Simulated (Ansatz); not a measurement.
# Pt: the cost of one run

Computed with Ansatz 0.2.0 (DFT LDA, scalar-relativistic, plane waves, PAW, unless a step's input says otherwise).

**1. The structure to begin with**

Symmetry: P-3m1, No. 164, trigonal system. The conventional cell has a = 2.775 Å, b = 2.775 Å, c = 28.593 Å, α = 90.00°, β = 90.00°, γ = 120.00°. Pt (site symmetry 3m) has 9 Pt at 2.77 Å as nearest neighbours. Pt (site symmetry 3m) has 12 Pt at 2.77 Å as nearest neighbours. Pt (site symmetry -3m) has 12 Pt at 2.77 Å as nearest neighbours.

Structure file:

```
CELL_PARAMETERS angstrom
2.77469 0.00000 0.00000
1.38734 2.40295 0.00000
0.00000 0.00000 28.59313
ATOMIC_POSITIONS crystal
Pt 0.00000 0.00000 0.26230
Pt 0.33333 0.33333 0.34153
Pt 0.66667 0.66667 0.42077
Pt 0.00000 0.00000 0.50000
Pt 0.33333 0.33333 0.57923
Pt 0.66667 0.66667 0.65847
Pt 0.00000 0.00000 0.73770
```

**2. Relaxing the atoms: Pt7 slab, no spin**

input.yaml

```yaml
crystal:
  lattice:
    - [2.7746870094, 0.0, 0.0]
    - [1.3873435047, 2.4029494377, 0.0]
    - [0.0, 0.0, 28.5931347378]
  atoms:
    - { symbol: Pt, position: [0.0, 0.0, 0.262300726] }
    - { symbol: Pt, position: [0.3333333333, 0.3333333333, 0.3415338173] }
    - { symbol: Pt, position: [0.6666666667, 0.6666666667, 0.4207669087] }
    - { symbol: Pt, position: [0.0, 0.0, 0.5] }
    - { symbol: Pt, position: [0.3333333333, 0.3333333333, 0.5792330913] }
    - { symbol: Pt, position: [0.6666666667, 0.6666666667, 0.6584661827] }
    - { symbol: Pt, position: [0.0, 0.0, 0.737699274] }
scf:
  occupations: { method: gaussian, width: 0.1 }
output:
  forces: true
  stress: false
  efg: {}
  write_density: true
  write_potential: true
  elf: true
  volumetric_format: npy
hamiltonian:
  xc: lda
efield:
  axis: 3
  dipole_correction: true
kpoints:
  mp_grid: { grid: [16, 16, 1] }
relax:
  f_tol: 0.01
```

Run with:

```bash
> ansatz run input.yaml --threads 8 --pin off --max-ram 20480MiB --backend cpu --events-out ev --progress --plain --runs-dir out
```

**Question.** How long does this run take on 8 threads of Arm Neoverse V2, shared host, and how much memory does it need?

About 19 s, with a peak of 1.1 GiB.
